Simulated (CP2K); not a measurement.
The system is Hf.

```
Hf
1.0
     3.07822    0.00000    0.00000
     1.47149    2.68087    0.00000
     1.96961    1.15184    2.62247
Hf
1
Cartesian
  0.0000 0.0000 0.0000
```

This isn't the form of Hf at room conditions, which is hcp.

Program: CP2K 2026.2. Alike in all runs: potentials or basis POTENTIAL_UZH Hf GTH-PBE-q12; TZVP-MOLOPT-PBE-GTH basis; no spin polarisation; cell as given; k mesh 11 × 11 × 10; smearing fermi-dirac 0.05 eV.

Q: Order these runs on this cell by their pressure, lowest first.
A. level PBE
B. level LDA; points a segment of the path (NPOINTS) 8; bands added on the path 6
C. level PBEsol; points a segment of the path (NPOINTS) 8; bands added on the path 6
D. level HLE16
E. level rev-vdW-DF2; cutoff of the non-local correlation (Ry) 300

A: D (-20.8 GPa), B (-2.8 GPa), C (0.2 GPa), E (2.1 GPa), A (4.1 GPa).

Caveats: the basis of atomic orbitals isn't converged, which shifts pressures, moduli and gaps; the potentials were made for another functional, which shifts forces and pressure (some runs); the potentials were made for a functional far from this one (some runs).
